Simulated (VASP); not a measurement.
Wanted: the native input for a VASP 6.6.1 run.

```
Task                   : single point
Functional             : LDA
Potentials or basis    : VASP PAW LDA potentials, release 64 (Al, Au)
Cutoff                 : 520 eV
k mesh                 : 14 × 14 × 14
Occupations            : gaussian, width 0.15 eV
Spin                   : no spin polarisation
Dipole correction      : no
Further INCAR settings : ALGO = Normal; EDIFF = 1e-07; NBANDS = 14
```

The structure of AlAu lies in POSCAR:

```
AlAu
1.0
    3.2239420000      0.0000000000      0.0000000000
    0.0000000000      3.2239420000      0.0000000000
    0.0000000000      0.0000000000      3.2239420000
Al Au
1 1
Direct
    0.0000000000      0.0000000000      0.0000000000
    0.5000000000      0.5000000000      0.5000000000
```

The cell comes from a database or a generator and needn't be the stable form of this composition.

One way to write it, as run:

INCAR

```
ALGO = Normal
EDIFF = 1E-7
ENCUT = 520
GGA = CA
ISIF = 2
ISMEAR = 0
LASPH = T
LCHARG = F
LREAL = F
LWAVE = F
NBANDS = 14
NELM = 100
PREC = Accurate
SIGMA = 0.15
```

KPOINTS

```
k-points
0
Gamma
  14 14 14
```

Potentials or basis: VASP PAW LDA potentials, release 64 (Al, Au).

Command:

```console
$ cat potpaw_LDA.64/Al/POTCAR potpaw_LDA.64/Au/POTCAR > POTCAR
$ mpirun -np 1 vasp_std > vasp.out
```

Results of the run:

- Pressure: -7.5 GPa
- Band gap on the k mesh: none (metal or under the smearing width)

Run time: 22 s on 1 thread of Intel(R) Xeon(R) Platinum 8259CL CPU @ 2.50GHz (Skylake/Cascade Lake), with other jobs on the host, peak memory 0.17 GiB.
